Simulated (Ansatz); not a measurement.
# Moving the dispersion correction in Sn

The cell as given:

Space group I4/mmm (No. 139). a = 4.058 Å, b = 4.058 Å, c = 3.322 Å, α = 90.00°, β = 90.00°, γ = 90.00°
```tsv
atom	site	symmetry	x	y	z
Sn	2a	4/mmm	0.0000	0.0000	0.0000
```

This isn't the form of Sn at room conditions, which is tetragonal (white tin).

Kept alike: task relaxation of cell and atoms; functional PBEsol; k mesh 10 × 10 × 10; occupations fermi-dirac, width 0.05 eV; no spin polarisation. Program: Ansatz, Ansatz PAW, cutoff 420 eV. The mesh is that of the run's cell of 1 atom. No spin-orbit coupling.

| dispersion correction | volume (Å³/atom) |
| --- | --- |
| D3(BJ) | 25.067 |
| D3(BJ)-ATM | 25.173 |
| D4 | 25.537 |
| none | 26.252 |

The relaxations keep at least the cell's symmetry (I4/mmm). For a metal such a mesh leaves the last digits unconverged. Relaxations stop with a little pressure left, so the last digits of a volume or edge aren't settled. All rows use potentials made for PBE.

Question: What does the dispersion correction change here?

Answer: The volume runs from 25.067 (D3(BJ)) to 26.252 Å³/atom (none). Against no correction: D3(BJ) -4.5 %; D3(BJ)-ATM -4.1 %; D4 -2.7 %. Dispersion terms mostly attract and so lower the volume; the schemes' coefficients and damping set how far.
